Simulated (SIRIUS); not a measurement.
Runs of SIRIUS 7.12.0 on HfB2. The structure is hexagonal, space group P6/mmm (No. 191). The conventional cell has a = 3.140 Å, b = 3.140 Å, c = 3.480 Å, α = 90.00°, β = 90.00°, γ = 120.00°. Around Hf (site symmetry 6/mmm) lie 12 B at 2.51 Å. Around B (site symmetry -6m2) lie 3 B at 1.81 Å. 

| level | gap on the mesh (eV) | pressure (GPa) | relaxed volume (Å³/atom) |
| --- | --- | --- | --- |
| PBEsol | none | 0.0 | (a) |
| PBEsol+D3 | none | -0.1 | 9.68 |
| PBEsol+D3(BJ) | none | -0.1 | 9.58 |
| PBEsol+D4 | none | 0.0 | 9.67 |

Alike in all rows: task relaxation of cell and atoms; potentials or basis PseudoDojo 0.4.1 PBE standard (scalar relativistic); no spin polarisation; cell relaxed; k mesh 5 × 5 × 4; cutoff (eV) 1054; smearing fermi-dirac 0.05 eV; the mesh is coarse, so values aren't converged.

Problem. Fill in the values left out.

Solution. (a) 9.79.

Caveats: all runs use coarse meshes; the potentials were made for another functional, which shifts forces and pressure; pairwise dispersion overbinds metals, which lowers pressure and volume (some runs).

A k mesh can miss the band edges, and the runs leave out spin-orbit coupling on Hf.

A gap of «none» marks a metal or a gap under the smearing width.

Runs at the PBE level aren't shown here.
